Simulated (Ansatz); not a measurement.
**Pd: single point with PBE**

Pd:

```
Pd
1.0
     0.00000    1.94650    1.94650
     1.94650    0.00000    1.94650
     1.94650    1.94650    0.00000
Pd
1
Direct
  0.00000 0.00000 0.00000
```

- Program: Ansatz 0.2.0
- Task: single point
- Functional: PBE
- Potentials or basis: Ansatz PAW
- Cutoff: 420 eV (not typed: the program's choice for these potentials)
- k mesh: 20 × 20 × 20
- Occupations: fermi-dirac, width 0.05 eV
- Spin: no spin polarisation

The pressure is 7.1 GPa. The band gap on the k mesh is none (metal or under the smearing width).

Levels at points of the mesh, in eV from the Fermi level:
```csv
k point,band 6,band 7,band 8,band 9,band 10,band 11,band 12,band 13
"(0.00, 0.00, 0.00)",-2.84,-2.84,-2.84,-1.23,-1.23,17.03,21.74,21.74
"(0.00, 0.00, -0.50)",-2.89,-2.89,-0.02,-0.02,1.02,7.32,16.43,20.95
"(0.00, -0.50, -0.50)",-5.10,-0.05,0.30,0.30,3.35,10.75,13.19,13.19
```

Wall time 1.4 s on 2 threads of Arm Neoverse V1, with other jobs on the host, peak memory 0.31 GiB.
